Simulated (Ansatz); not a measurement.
Computed with Ansatz 0.2.0, DFT PBE, scalar-relativistic, plane waves, PAW. Settings: cutoff 420 eV, Γ-centred meshes spaced at most about 0.3 Å⁻¹, and about 0.25 Å⁻¹ or finer for metals (2π included), Gaussian smearing. No spin polarisation.

All energies are static (0 K, no zero-point motion).

Problem. Order these relaxed structures of Na₃H₂ by energy, lowest first, with the energy over the lowest of them.
1.

```cif
data_structure
_symmetry_space_group_name_H-M 'R-3m:H'
_symmetry_Int_Tables_number 166
_cell_length_a 3.4381
_cell_length_b 3.4381
_cell_length_c 26.8459
_cell_angle_alpha 90.000
_cell_angle_beta 90.000
_cell_angle_gamma 120.000
_cell_volume 274.82
loop_
_atom_site_label
_atom_site_type_symbol
_atom_site_symmetry_multiplicity
_atom_site_Wyckoff_symbol
_atom_site_fract_x
_atom_site_fract_y
_atom_site_fract_z
_atom_site_occupancy
Na1 Na 3 a 0.00000 0.00000 0.00000 1
Na2 Na 6 c 0.00000 0.00000 0.22700 1
H1 H 6 c 0.33333 0.66667 0.05245 1
```

2.

```cif
data_structure
_symmetry_space_group_name_H-M 'P-4m2'
_symmetry_Int_Tables_number 115
_cell_length_a 4.3912
_cell_length_b 4.3912
_cell_length_c 7.6207
_cell_angle_alpha 90.000
_cell_angle_beta 90.000
_cell_angle_gamma 90.000
_cell_volume 146.95
loop_
_atom_site_label
_atom_site_type_symbol
_atom_site_symmetry_multiplicity
_atom_site_Wyckoff_symbol
_atom_site_fract_x
_atom_site_fract_y
_atom_site_fract_z
_atom_site_occupancy
Na1 Na 1 a 0.00000 0.00000 0.00000 1
Na2 Na 1 c 0.50000 0.50000 0.50000 1
Na3 Na 1 d 0.00000 0.00000 0.50000 1
H1 H 2 g 0.50000 0.00000 0.55095 1
```

Solution. 1 (0 meV/atom), 2 (148 meV/atom). Forms: cell 1 anti-tetradymite type, R-3m; cell 2 P-4m2. Counting H atoms around Na (those within 1.25 times the shortest such distance or 1.15 times the sum of covalent radii; a plus sign parts nearer from farther groups; the shortest distance is added where it is long for a bond; a slash parts the counts of unlike sites): cell 1 has Na 3/6; cell 2 has Na 4/4+4 from 4.1 Å. Both come from invented guesses.

With hydrogen, zero-point motion can shift such differences by 10 meV/atom or more. Cells relaxed within their symmetry can be saddle points. Some types were kept out of the candidates beforehand, so the set may lack a known form.
